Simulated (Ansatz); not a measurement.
**Point defect: O vacancy in ZnO**

Level of theory: DFT PBE, scalar-relativistic, plane waves, PAW in Ansatz 0.2.0. (420 eV cutoff, 3×3×3 k-mesh, Gaussian smearing of 0.01 eV, collinear spin in charge +1 alone)

Host crystal, relaxed:

```
Zn O
1.0
     3.27939    0.00000    0.00000
    -1.63970    2.84004    0.00000
     0.00000    0.00000    5.29323
Zn O
2 2
Cartesian
  1.6397 0.9467 2.6498
  0.0000 1.8934 0.0032
  1.6397 0.9467 4.6565
  0.0000 1.8934 2.0099
```

Supercell of 16 atoms, rows in host cell vectors: 0 0 -1; -2 0 0; 2 2 0. Atoms relax at the host's cell, keeping the symmetry that the supercell leaves at the site. The cell is small, so energies carry finite-size errors of tenths of an eV. The host's Kohn–Sham gap is 0.74 eV. Atoms are taken from and returned to the elements' standard states. Charged cells are corrected for image charges with the computed static dielectric tensor (mean 10.9) and aligned with the host's potential at far atoms (alignment terms reach 1.02 eV; the program doubts the alignment in some charges, where it is up to 0.43 eV). No band-filling term is added, and the Fermi level counts from the host's valence band top.

Defect: O vacancy set at (0.667, 0.333, 0.880) of the host cell. Before relaxation its nearest neighbours are 3 Zn at 2.00 Å, 1 Zn at 2.01 Å.

```json
{"charge": "+2", "E_f at the valence band top (eV)": "2.76", "over the neutral state (eV)": "-1.00", "moment (μB)": "0.00", "largest move (Å)": "0.45", "atoms near the site": "3 Zn at 2.30 Å, 1 Zn at 2.45 Å"}
{"charge": "+1", "E_f at the valence band top (eV)": "3.19", "over the neutral state (eV)": "-0.57", "moment (μB)": "0.33", "largest move (Å)": "0.25", "atoms near the site": "3 Zn at 2.10 Å, 1 Zn at 2.24 Å"}
{"charge": "0", "E_f at the valence band top (eV)": "3.76", "over the neutral state (eV)": "0.00", "moment (μB)": "0.00", "largest move (Å)": "0.25", "atoms near the site": "1 Zn at 1.77 Å, 3 Zn at 1.87 Å"}
```

Among the charges computed the stable one is +2 at the valence band top, changing to +1 at 0.43 eV, changing to 0 at 0.57 eV. In charge +1 the cell has partly filled bands: a level of the defect may be part filled, the carrier may sit in the host's bands, or levels may cross between the k points, so transitions that involve it are doubtful. Without the alignment that the program doubts, the level (+2/+1) would lie at 0.87 eV, outside the gap, so these runs don't decide whether the defect changes charge there. Fractional moments come from partly filled bands of the small cell.